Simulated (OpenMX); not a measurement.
**CdS (Hawleyite) under changes of volume**

One of the cells (24.808 Å³/atom); the others are scaled copies at fixed shape and fractional positions:

```
CELL_PARAMETERS angstrom
0.00000 2.91650 2.91650
2.91650 0.00000 2.91650
2.91650 2.91650 0.00000
ATOMIC_POSITIONS crystal
Cd 0.00000 0.00000 0.00000
S 0.75000 0.75000 0.75000
```

```yaml
Program: OpenMX 3.8.5
Functional: LDA
Potentials_or_basis: OpenMX 2013 LDA set, Cd7.0-s3p2d2, S7.0-s2p2d1f1, fixed grid of 45 × 45 × 45 points
k_mesh: 9 × 9 × 9
Occupations: fermi-dirac, width 0.05 eV
Spin: no spin polarisation
```

| volume (Å³/atom) | energy over the lowest point (meV/atom) | gap on the mesh (eV) |
| --- | --- | --- |
| 23.319 | 4.41 | 1.20 |
| 23.815 | 0.00 | 1.14 |
| 24.312 | 0.10 | 1.08 |
| 24.808 | ? | ? |
| 25.304 | 11.74 | 0.96 |
| 25.800 | 22.75 | 0.91 |
| 26.296 | 36.43 | 0.85 |

Question: What does the run at 24.808 Å³/atom give?

Answer: Energy over the lowest point 4.10 meV/atom; gap on the mesh 1.02 eV.

Worked out: A Birch-Murnaghan fit of order 3 (a polynomial in V^(-2/3)) to the other rows has its minimum at 24.05 Å³/atom with B0 = V·E''(V) = 66 GPa and B' = 4.3. It gives 4.14 meV/atom at 24.808 Å³/atom, against the run's 4.10. A straight line through the other rows of the gap, of slope -2.91 eV per unit of ln V (its deformation potential), gives 1.02 eV, against the run's 1.02.

Energies are extrapolated to zero smearing.

Caveats: the basis of atomic orbitals isn't converged, which shifts pressures, moduli and gaps.

Spin-orbit coupling on Cd is left out.
